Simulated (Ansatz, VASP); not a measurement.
# Cu: VASP beside Ansatz

Contents of POSCAR:

```
Cu
1.0
    4.2199435286      0.0000000000      0.0000000000
   -2.1099717643      3.6545782983      0.0000000000
    0.0000000000      0.0000000000      2.5870088588
Cu
3
Direct
    0.0000000000      0.0000000000      0.0000000000
    0.3333333333      0.6666666667      0.5000000000
    0.6666666667      0.3333333333      0.5000000000
```

File INCAR.step1:

```
ALGO = Normal
EDIFF = 1E-4
ENCUT = 600
GGA = PE
ISMEAR = 0
LASPH = T
LCHARG = F
LREAL = F
LWAVE = T
NELM = 100
PREC = Accurate
SIGMA = 0.1
```

INCAR.step2

```
ALGO = Normal
EDIFF = 1E-6
EDIFFG = -0.04
ENCUT = 600
IBRION = 2
ISIF = 3
ISMEAR = 0
ISTART = 1
LASPH = T
LCHARG = F
LMIXTAU = T
LREAL = F
LWAVE = F
METAGGA = R2SCAN
NELM = 100
NSW = 90
PREC = Accurate
SIGMA = 0.1
```

Contents of KPOINTS:

```
k-points
0
Gamma
  6 6 6
```

Input for Ansatz:

```yaml
crystal:
  lattice:
    - [4.2199435286, 0.0, 0.0]
    - [-2.1099717643, 3.6545782983, 0.0]
    - [0.0, 0.0, 2.5870088588]
  atoms:
    - { symbol: Cu, position: [0.0, 0.0, 0.0] }
    - { symbol: Cu, position: [0.3333333333, 0.6666666667, 0.5] }
    - { symbol: Cu, position: [0.6666666667, 0.3333333333, 0.5] }
basis:
  ecutwfc: 500
kpoints:
  mp_grid: { grid: [6, 6, 6] }
hamiltonian:
  xc: r2scan
scf:
  occupations: { method: gaussian, width: 0.1 }
  lower_state_search: "off"
output:
  forces: true
  stress: true
  eigenvalues: true
relax:
  adjacent_minimum: "off"
  f_tol: 0.04
  max_steps: 70
  cell: { stress_tol: 0.4 }
```

Alike in both runs: task relaxation of cell and atoms; functional r2SCAN; k mesh 6 × 6 × 6; occupations gaussian, width 0.1 eV; no spin polarisation.

|  | VASP | Ansatz |
| --- | --- | --- |
| version | VASP 6.6.1 | Ansatz 0.2.0 |
| potentials or method | VASP PAW PBE potentials, release 64 (Cu) | scalar-relativistic, plane waves, PAW |
| plane-wave cutoff (eV) | 600 | 500 |
| valence electrons in the cell | 33 | 57 |

```csv
,VASP,Ansatz,Ansatz less VASP
"gap on the k mesh at the Fermi level, each at its own relaxed structure (eV)",none,none,-
relaxed volume (Å³/atom),11.74,11.68,-0.066
relaxed cell length with the largest relative difference (Å),2.418,2.411,-0.0067
energy change over the relaxation (meV/atom),-87,-92,-5.7
```

A gap of «none» marks a metal or a gap that the smearing closes. The two sets of potentials don't hold the same shells in valence.

Caveats: the k mesh is coarse (spacing up to 0.40 Å⁻¹), so the values aren't converged; the PAW data sets were made with another functional, which shifts forces and pressure a little (VASP).
